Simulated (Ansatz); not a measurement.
**Al3GaN4: a relaxation**

Aim: relax the cell and atoms of Al3GaN4.

Program: Ansatz 0.2.0. Level of theory: DFT PBEsol, scalar-relativistic, plane waves, PAW. These are calculated values, not measurements.

## 1. The starting structure

Symmetry: P-43m, No. 215, cubic system. The conventional cell has a = 4.401 Å, b = 4.401 Å, c = 4.401 Å, α = 90.00°, β = 90.00°, γ = 90.00°. Al (site symmetry -42m) is surrounded by 4 N at 1.89 Å. Around Ga (site symmetry -43m) lie 4 N at 1.95 Å. N (site symmetry 3m) has 3 Al at 1.89 Å and 1 Ga at 1.95 Å as nearest neighbours.

Coordinates:

```
Al Ga N
1.0
     4.40144    0.00000    0.00000
     0.00000    4.40144    0.00000
     0.00000    0.00000    4.40144
Al Ga N
3 1 4
Direct
  0.50000 0.50000 0.00000
  0.50000 0.00000 0.50000
  0.00000 0.50000 0.50000
  0.00000 0.00000 0.00000
  0.74416 0.74416 0.25584
  0.74416 0.25584 0.74416
  0.25584 0.74416 0.74416
  0.25584 0.25584 0.25584
```

The structure comes from the Materials Project (structure only).

## 2. Quick check of gap, pressure and forces

Contents of input.yaml:

```yaml
crystal:
  lattice:
    - [4.40143853, 0.0, 0.0]
    - [0.0, 4.40143853, 0.0]
    - [0.0, 0.0, 4.40143853]
  atoms:
    - { symbol: Al, position: [0.5, 0.5, 0.0] }
    - { symbol: Al, position: [0.5, 0.0, 0.5] }
    - { symbol: Al, position: [0.0, 0.5, 0.5] }
    - { symbol: Ga, position: [0.0, 0.0, 0.0] }
    - { symbol: "N", position: [0.74416343, 0.74416343, 0.25583657] }
    - { symbol: "N", position: [0.74416343, 0.25583657, 0.74416343] }
    - { symbol: "N", position: [0.25583657, 0.74416343, 0.74416343] }
    - { symbol: "N", position: [0.25583657, 0.25583657, 0.25583657] }
basis:
  ecutwfc: 420
kpoints:
  mp_grid: { grid: [4, 4, 4] }
hamiltonian:
  xc: pbesol
scf:
  occupations: { method: gaussian, width: 0.1 }
output:
  forces: true
  stress: true
  eigenvalues: true
```

The run is started by

```
$ ansatz run input.yaml --threads 4 --pin off --max-ram 9216MiB --backend cpu --events-out ev --progress --plain --runs-dir out
```

Log (excerpt; [...] marks lines left out):

```text
[...]
SCF converged after 7 iterations
Free energy (F): -6840.568964 eV
[...]
E sigma→0 (E₀):  -6840.568964 eV
Fermi energy:    9.213932 eV
[...]
--- Forces (eV/Å), atoms counted from 1 ---
  atom   1  Al    -0.00000000    -0.00000000     0.00000000
  atom   2  Al    -0.00000000    -0.00000000     0.00000000
  atom   3  Al    -0.00000000     0.00000000     0.00000000
  atom   4  Ga    -0.00000000     0.00000000    -0.00000000
  atom   5  N      0.05771550     0.05771550    -0.05771550
  atom   6  N      0.05771550    -0.05771550     0.05771550
  atom   7  N     -0.05771550     0.05771550     0.05771550
  atom   8  N     -0.05771550    -0.05771550    -0.05771550
[...]
--- Stress (GPa, compression-positive) ---
        0.774814       0.000000      -0.000000
        0.000000       0.774814      -0.000000
        0.000000      -0.000000       0.774814
  P = ⅓ Tr σ = 0.7748 GPa (7.748 kbar)
--- Band table (eV; the first three rows and the last of 10) ---
  k-point 0: bands = ["-7.6174", "-5.8928", "-5.8928", "-5.8928", "-5.1451", "-5.1451", "-4.1372", "-4.1372", "-4.1372", "1.7664", "2.6641", "2.6641", "5.5447", "5.5447", "5.5447", "5.5660", "5.5660", "5.5660", "7.5477", "7.5477", "7.5477", "10.8802", "10.8802", "10.8802", "10.9944", [...]
[...]
```

Wall time 0.88 s (4 threads of Arm Neoverse V1, shared host); peak memory 0.34 GiB.

From the probe: pressure 0.8 GPa, largest force 0.10 eV/Å, gap on this mesh 3.33 eV. The gap decides the next run's mesh: 6×6×6 points and a smearing of 0.02 eV.

## 3. Full relaxation

Edit input.yaml of step 2 so:

```diff
@@ -17,3 +17,3 @@
 kpoints:
-  mp_grid: { grid: [4, 4, 4] }
+  mp_grid: { grid: [6, 6, 6] }
 hamiltonian:
@@ -21,3 +21,3 @@
 scf:
-  occupations: { method: gaussian, width: 0.1 }
+  occupations: { method: gaussian, width: 0.02 }
 output:
@@ -26 +26,6 @@
   eigenvalues: true
+relax:
+  adjacent_minimum: "off"
+  f_tol: 0.005
+  max_steps: 80
+  cell: { stress_tol: 0.05 }
```

The run is started by

```
$ ansatz run input.yaml --threads 4 --pin off --max-ram 9216MiB --backend cpu --events-out ev --progress --plain --runs-dir out
```

Log (excerpt; [...] marks lines left out):

```text
Warning: RAYON_NUM_THREADS=4 ignored (pool sized by the plan → 4); use --threads N
[...]
Pseudopotentials: kind: paw
Pseudopotential: Al, paw, valence charge 3, recommended cutoff 420 eV (normal), Al.paw.azcp
Pseudopotential: Ga, paw, valence charge 13, recommended cutoff 420 eV (normal), Ga.paw.azcp
Pseudopotential: N, paw, valence charge 5, recommended cutoff 420 eV (normal), N.paw.azcp
Functional definition: PBEsol
[...]
Crystal: 8 atoms, lattice volume = 85.268 Å³
Basis set: ecut = 420 eV, 1743 PW (Γ), exchange–correlation on 60×60×60 points (8 copies of the dense FFT grid, shifted against one another)
Bands: 29, of which v1, the nominal top of the filled ones, is band 21 counted from 1 (20 counted from 0)
Symmetry: 24 space group operations
Space group: P-43m (ITA 215), of the structure as read, at distance tolerance 4.4e-5 Å
k-points: 20 of 216 (time reversal used)
[...]
  F+E_penalty+E_count = -6840.57231700 eV   max|allowed force component| = 9.779e-5 eV/Å   (the final SCF, on the basis selected at the relaxed cell)
  cell:  # Å, volume = 85.5909 Å³
    - [4.406994837160263, 1.2839532962581572e-34, -8.9876730738071e-34]
    - [-6.419766481290786e-35, 4.406994837160263, 8.666684749742561e-34]
    - [-8.9876730738071e-34, 8.666684749742561e-34, 4.406994837160263]
  atoms:
    - { symbol: Al, position: [0.5, 0.5, -6.158226254300905e-21] }
    - { symbol: Al, position: [0.5, 1.8474678762902766e-20, 0.5] }
    - { symbol: Al, position: [-1.0209926837041501e-34, 0.5, 0.5] }
    - { symbol: Ga, position: [-7.292804883601073e-35, 1.8474678762902726e-20, -6.1582262543009045e-21] }
    - { symbol: N, position: [0.7447077170334777, 0.7447077170334777, 0.2552922829665223] }
    - { symbol: N, position: [0.7447077170334777, 0.2552922829665223, 0.7447077170334777] }
    - { symbol: N, position: [0.2552922829665223, 0.7447077170334777, 0.7447077170334777] }
    - { symbol: N, position: [0.2552922829665223, 0.2552922829665223, 0.2552922829665223] }
```

It took 5.9 s on 4 threads of Arm Neoverse V1, shared host; peak memory 0.39 GiB.

Relaxation path:

| step | E - E(step 1) (eV/cell) | largest force component (eV/Å) | pressure (GPa) | volume (Å³) |
| --- | --- | --- | --- | --- |
| 1 | 0.0000 | 0.0577 | 0.78 | 85.27 |
| 2 | -0.0007 | 0.0278 | 0.38 | 85.43 |
| 3 | -0.0006 | 0.0000 | 0.00 | 85.59 |
| 4 | -0.0016 | 0.0001 | 0.03 | 85.59 |

Step 1 is the start. Step 4 repeats the geometry before it on a plane-wave basis chosen anew for that cell, so its energy need not be comparable with the rows above.

|  | before | after | change |
| --- | --- | --- | --- |
| a (Å) | 4.401 | 4.407 | +0.1 % |
| b (Å) | 4.401 | 4.407 | +0.1 % |
| c (Å) | 4.401 | 4.407 | +0.1 % |
| volume (Å³/atom) | 10.66 | 10.70 | +0.4 % |
| shortest distance (Å) | 1.892 | 1.895 | +0.2 % |
| space group (0.01 Å) | P-43m | P-43m | same |

The run keeps the 24 symmetry operations of the start, so it could not have lowered the symmetry.

## 4. Results

```
                                                               quantity                                                                      value
                                                           relaxed cell  a = 4.407 Å, b = 4.407 Å, c = 4.407 Å, α = 90.00°, β = 90.00°, γ = 90.00°
                                                   space group (0.01 Å)                                                            P-43m (No. 215)
                                                                 volume                                                              10.70 Å³/atom
formation energy (elements from runs with the same settings, not shown)                                                              -1.23 eV/atom
                                                        gap on the mesh                                                                    3.32 eV
```

The volume hardly moved (+0.4 %).

The gaps are Kohn-Sham values of a semilocal functional, not quasiparticle or optical gaps. Such gaps usually fall short of the measured ones.
